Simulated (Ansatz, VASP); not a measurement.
One calculation of Sr, two programs

```
Sr
1.0
     0.00000    3.07191    3.07191
     3.07191    0.00000    3.07191
     3.07191    3.07191    0.00000
Sr
1
Direct
  0.00000 0.00000 0.00000
```

Alike in both runs: task single point; functional PBE; k mesh 12 × 12 × 12; occupations gaussian, width 0.1 eV; no spin polarisation.

|  | VASP | Ansatz |
| --- | --- | --- |
| version | VASP 6.6.1 | Ansatz 0.2.0 |
| potentials or method | VASP PAW PBE potentials, release 64 (Sr_sv) | scalar-relativistic, plane waves, PAW |
| plane-wave cutoff (eV) | 520 | 420 |
| valence electrons in the cell | 10 | 10 |

```tsv
	VASP	Ansatz	Ansatz less VASP
gap on the k mesh at the Fermi level (eV)	none	none	-
pressure (GPa)	-0.6	-0.6	0.00
```

A gap of «none» marks a metal or a gap that the smearing closes.
